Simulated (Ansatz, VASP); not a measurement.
SrO in VASP and in Ansatz

```
Sr O
1.0
     3.57682    0.00000    0.00000
    -1.78841    3.09762    0.00000
     0.00000    0.00000    6.25848
Sr O
2 2
Direct
  0.66667 0.33333 0.75000
  0.33333 0.66667 0.25000
  0.00000 0.00000 0.50000
  0.00000 0.00000 0.00000
```

Change from the starting cell: volume scaled by 1.02.

Alike in both runs: task single point; functional LDA; k mesh 9 × 9 × 5; occupations fermi-dirac, width 0.05 eV; no spin polarisation.

|  | VASP | Ansatz |
| --- | --- | --- |
| version | VASP 6.6.1 | Ansatz 0.2.0 |
| potentials or method | VASP PAW LDA potentials, release 64 (Sr_sv, O), cutoff 520 eV | all-electron LAPW, scalar-relativistic |

|  | VASP | Ansatz | Ansatz less VASP |
| --- | --- | --- | --- |
| gap on the k mesh at the Fermi level (eV) | 2.77 | 2.76 | -0.007 |
| least direct gap on the mesh (eV) | 2.77 | 2.76 | -0.007 |
| pressure (GPa) | -6.5 | -7.0 | -0.58 |
| largest component of the traceless stress (GPa) | 0.79 | 0.79 | +0.008 |

Ansatz ran all-electron here, so the differences hold the error of VASP's frozen core and of both bases.

Caveats: an odd mesh through Γ misses points on the zone boundary, where band edges often lie.
